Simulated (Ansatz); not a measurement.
# Au: the cost of one run

Program: Ansatz 0.2.0. Level of theory: DFT PBEsol, scalar-relativistic, plane waves, PAW. These are calculated values, not measurements.

1 further run of the same task is left out (set aside as unsound or not needed).

**1. The system as given**

Symmetry: Cmcm, No. 63, orthorhombic system. The conventional cell has a = 2.820 Å, b = 5.034 Å, c = 4.801 Å, α = 90.00°, β = 90.00°, γ = 90.00°. Around Au (site symmetry m2m) lie 12 Au at 2.82 to 2.92 Å.

As a file:

```xyz
2
Lattice="1.4100 -2.5170 0.0000 1.4100 2.5170 0.0000 0.0000 0.0000 4.8007" Properties=species:S:1:pos:R:3 pbc="T T T"
Au    1.4100   -0.8249    1.2002
Au    1.4100    0.8249    3.6005
```

It goes back to an entry of the Materials Project, which need not be the stable form.

It is the result of an earlier relaxation at this level (volume 17.04 Å³/atom; gap on the mesh: none (metal)).

**2. Electronic structure at the relaxed geometry**

The input, input.yaml:

```yaml
crystal:
  lattice:
    - [1.4100150315, -2.5170030996, 0.0]
    - [1.4100150315, 2.5170030996, 0.0]
    - [0.0, 0.0, 4.8006775731]
  atoms:
    - { symbol: Au, position: [0.663863951, 0.336136049, 0.25] }
    - { symbol: Au, position: [0.336136049, 0.663863951, 0.75] }
basis:
  ecutwfc: 420
kpoints:
  mp_grid: { grid: [16, 16, 10] }
  band_path:
    path:
      - [[0.0, 0.0, 0.0], [-0.5, 0.5, 0.0], [-0.32845489, 0.67154511, 0.0]]
      - [[0.32845489, 0.32845489, 0.0], [0.0, 0.0, 0.0], [0.0, 0.0, 0.5], [0.32845489, 0.32845489, 0.5]]
      - [[-0.32845489, 0.67154511, 0.5], [-0.5, 0.5, 0.5], [-0.5, 0.5, 0.0]]
      - [[0.0, 0.0, 0.0], [0.0, 0.5, 0.0], [0.0, 0.5, 0.5], [0.0, 0.0, 0.5], [-0.5, 0.5, 0.5]]
    npoints: 14
hamiltonian:
  xc: pbesol
scf:
  occupations: { method: gaussian, width: 0.1 }
  n_extra_bands: 6
output:
  forces: true
  stress: true
  eigenvalues: true
  populations: true
  dos: { projected: true, de: 0.02, nscf_kmesh: { grid: [24, 24, 15] } }
  bader: true
  write_density: true
  write_potential: true
  elf: true
  volumetric_format: npy
```

Launch:

```bash
$ ansatz run input.yaml --threads 1 --pin off --max-ram 2560MiB --backend cpu --events-out ev --progress --plain --runs-dir out
```

Q: Estimate wall time and peak memory on 1 thread of Intel Xeon at 2.50GHz (Skylake/Cascade Lake), shared host.

About 2 min, with a peak of 0.84 GiB.
